## Results and discussion

A III-V film squeezed by 4 % along both in-plane axes escapes partly along its normal. It grows there by 3 to 4 %, so it loses only 4 to 5 % of its volume. Each film is therefore both compressed and distorted, and its gap responds to the two in different ways. The strained cells are tetragonal, whereas the unstrained crystals are cubic. The questions below follow that distinction through the table; the differences and ratios used are in the printed output after the text.

Zincblende III-V crystals under −4 % epitaxial strain along x and y, with the normal stress relaxed to zero: Ansatz 0.2.0, plane-wave PAW, r2SCAN with spin-orbit coupling, cells and atoms relaxed with r2SCAN. Changes are strained minus unstrained; volumes and distances are unstrained. Pressure is positive in compression, and gaps are the least over the k mesh and added k points.

```tsv
formula	element on site A	Z A	element on site B	Z B	volume per atom (Å³)	shortest distance (Å)	k mesh	band gap change (eV)	least direct gap change (eV)	unstrained band gap (eV)	energy rise per atom (meV)	unstrained gap kind	free normal strain (%)	pressure change (GPa)
GaN	Ga	31	N	7	11.38	1.948	10×10×10	0.111	0.111	2.165	34.2	direct	4.07	8.44
GaP	Ga	31	P	15	20.24	2.360	8×8×8	-0.470	0.214	1.817	33.5	indirect	3.35	4.63
GaAs	Ga	31	As	33	22.74	2.454	8×8×8	0.176	0.176	0.858	31.1	direct	3.35	3.85
GaSb	Ga	31	Sb	51	28.82	2.655	8×8×8	0.108	0.151	0.200	29.2	direct	3.31	2.88
InP	In	49	P	15	25.77	2.558	8×8×8	0.051	0.051	1.000	25.6	direct	4.17	2.86
InAs	In	49	As	33	28.50	2.645	8×8×8	0.012	0.012	0.000	24.1	zero	4.13	2.44
InSb	In	49	Sb	51	35.27	2.840	6×6×6	0.033	0.133	0.000	23.4	zero	3.98	1.95
```

### 1. Which film resists the squeeze most?

GaN does: its pressure rises by 8.44 GPa, against 1.95 GPa in InSb. Short, strong bonds are stiff, and a small cell packs more of them into each unit of area. Replacing gallium by indium beside the same anion lengthens the bonds and lowers the pressure by 32 to 38 %, in the phosphides, arsenides and antimonides alike.

### 2. Why does the stored energy vary so much less than the pressure?

The pressure varies fourfold over the series, the energy per atom only by a factor of 1.5. Pressure measures energy per volume, and an atom in InSb occupies three times the volume of one in GaN. Large, soft cells thus make up for much of their low stress.

Linear elasticity turns this into an estimate without adjustable constants. The pressure is the mean of three normal stresses, one of which is relaxed to zero, so the in-plane stress is 1.5 times the pressure. Two in-plane directions, each storing half of stress times strain, give an energy density of stress times strain. For GaAs this is 1.5 × 3.85 GPa × 0.04 × 22.74 Å³ = 5.25 GPa Å³, or 33 meV per atom, where the calculation gives 31.1 meV.

The estimate is 5 to 10 % too high in every row. That is the expected sign if stress grows faster than linearly under compression; small leftover stresses in the relaxed cells add to the excess in the indium compounds.

### 3. Why does compression widen a direct gap?

At Γ, the centre of the Brillouin zone, the lowest conduction state is antibonding and s-like. Shorter bonds push it up relative to the bonding p-like valence states, so the loss of volume opens the gap. The distortion works against this: it splits the top of the valence band, and the upper branch moves towards the conduction band. The direct gap change is what remains of these two opposing effects, which the table does not separate.

Such a remainder is sensitive to the material. InP loses only 16 % less volume than GaP, yet its direct gap opens by 0.051 eV instead of 0.214 eV. Strain alone does not decide the matter, because GaN is deformed almost exactly like InP and opens twice as much.

### 4. Why does the gap of GaP shrink?

Its lowest conduction state lies not at Γ but near X, and in the film it belongs to a valley along an in-plane axis. A loss of volume does not push such a valley up as it does the s-like state at Γ. In-plane compression lowers the in-plane valleys relative to those along the normal, and the split valence top rises to meet them. The gap falls by 0.470 eV while the direct gap still grows.

The position of the conduction minimum must therefore be known before even the sign of a gap change can be predicted. In these calculations the gaps of GaN, GaAs and InP stay direct and widen, which would shift the emission to shorter wavelength. GaP becomes more firmly indirect: the direct gap, at first 0.5 eV above the indirect one, ends 1.2 eV above it.

### 5. Does GaSb stay a direct-gap material?

In this calculation it does not. The state at Γ rises past the minimum at L, which ends 43 meV lower and limits the gap change to 0.108 eV. The direct gap change, 0.151 eV, is the number to compare with GaAs. The crossover itself is delicate: r2SCAN tends to place the s-like state at Γ too low, as InAs and InSb show below, and its error at L need not be the same. A margin of 43 meV is small beside such errors, so the strain at which the minimum changes is uncertain.

### 6. Are InAs and InSb simply the least responsive?

InAs is, as far as the crystals can be compared, but InSb cannot be ranked. The tabulated changes of both start from a false zero and do not measure the response itself. Both real crystals have a gap, but r2SCAN places the s-like state below the valence top, and the fourfold level above it is left only partly filled. An ordinary gap can open only after compression has undone this inversion. In InAs the s-like state starts 23 meV below the valence top. Relative to the valence top it therefore rises by about 35 meV if the normal order returns, and by about 11 meV if the order stays inverted; the computed levels do not show which holds. The tabulated 12 meV counts only from the false zero. If the order stays inverted, the bands should meet close to Γ, as they probably do in InSb (question 7), and even this small gap would then be an effect of the coarse k mesh.

Either rise is smaller than the 51 meV by which the gap of InP opens, the next smallest direct gap change. InAs therefore stays last even when its response is counted from the true starting point. For InSb the computed levels do not show how far the s-like state moves.

### 7. Which digits can be trusted?

In GaP, one k point added near the valley lowers the gap by about 50 meV in both cells, so the change moves by only 2 meV. Rounded to two decimals, the change survives this test; the third decimal does not. In strained InSb, a point close to Γ lowers the gap from 0.150 to 0.033 eV, because the valence band climbs steeply away from Γ. An ordinary valence top does not do this. An s-like band that still lies below the valence top at Γ does, and it probably crosses the p-like band nearby. Both gap changes of InSb are therefore upper bounds, and the true r2SCAN gap may be zero: here not even the leading digit is safe.

The notes to the runs also warn that the gaps of GaSb and InSb lack spin-orbit coupling. The outputs contradict this: both crystals were run with the coupling, and the fillings in the unstrained cells fit a fourfold valence top, where a calculation without it would give a sixfold one.

Printed output of the fit:

```
Strain and elastic energy:
   row  volume change in %  normal minus in-plane strain in %  estimated energy in meV per atom  computed energy in meV per atom  estimate too high by %
   GaN              -4.089                               8.07                             35.97                             34.2                   5.172
   GaP              -4.753                               7.35                             35.09                             33.5                   4.758
  GaAs              -4.753                               7.35                             32.79                             31.1                   5.422
  GaSb               -4.79                               7.31                             31.08                             29.2                    6.45
   InP              -3.997                               8.17                              27.6                             25.6                   7.816
  InAs              -4.034                               8.13                             26.04                             24.1                   8.058
  InSb              -4.172                               7.98                             25.76                             23.4                   10.07
pressure change, GaN over InSb (ratio): 4.328
volume per atom, InSb over GaN (ratio): 3.099
energy rise, GaN over InSb (ratio): 1.462
pressure change, InP over GaP (ratio): 0.6177
pressure change, InAs over GaAs (ratio): 0.6338
pressure change, InSb over GaSb (ratio): 0.6771
volume loss, InP over GaP (ratio): 0.841
direct gap opening, InP over GaP (ratio): 0.2383
direct gap opening, GaN over InP (ratio): 2.176
GaP unstrained, direct gap above indirect gap (eV): 0.5209
GaP strained, direct gap above indirect gap (eV): 1.205
GaP gap change on the regular mesh alone (eV): -0.4678
GaP strained gap, lowering by the extra k point (meV): 53.22
GaSb strained, L minimum below the conduction state of the direct gap (meV): 43
InAs unstrained, doublet below the fourfold level (meV): 22.88
InAs signed opening if the ordinary band order returns (meV): 35.25
InAs signed opening if the order stays inverted (meV): 10.52
InSb unstrained, half-filled levels at the zone centre that give the entropy (count): 4.001
InSb strained gap, lowering by the extra k point (meV): 116.7
```
